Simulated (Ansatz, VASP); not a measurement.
## Si in VASP and in Ansatz

```
Si
1.0
     0.00000    2.71692    2.71692
     2.71692    0.00000    2.71692
     2.71692    2.71692    0.00000
Si
2
Direct
  0.25000 0.25000 0.25000
  0.00000 0.00000 0.00000
```

Alike in both runs: functional PBEsol; k mesh 12 × 12 × 12; occupations gaussian, width 0.02 eV; no spin polarisation.

Ansatz relaxed the structure, and its values are those at the end. VASP's run is a single point on that final structure, the one shown.

```csv
,VASP,Ansatz
version,VASP 6.6.1,Ansatz 0.2.0
potentials or method,"VASP PAW PBE potentials, release 64 (Si)","scalar-relativistic, plane waves, PAW"
plane-wave cutoff (eV),520,420
valence electrons in the cell,8,8
```

|  | VASP | Ansatz | Ansatz less VASP |
| --- | --- | --- | --- |
| gap on the k mesh at the Fermi level (eV) | 0.46 | 0.46 | +0.005 |
| least direct gap on the mesh (eV) | 2.52 | 2.52 | +0.003 |
| pressure (GPa) | 0.1 | 0.0 | -0.11 |

The functional is the same, so the differences come from potentials, cutoffs and numerics.

Caveats: the PAW data sets were made with another functional, which shifts forces and pressure a little (VASP). A k mesh can miss the band edges. As with any semilocal functional, this PBEsol gap is likely too small.
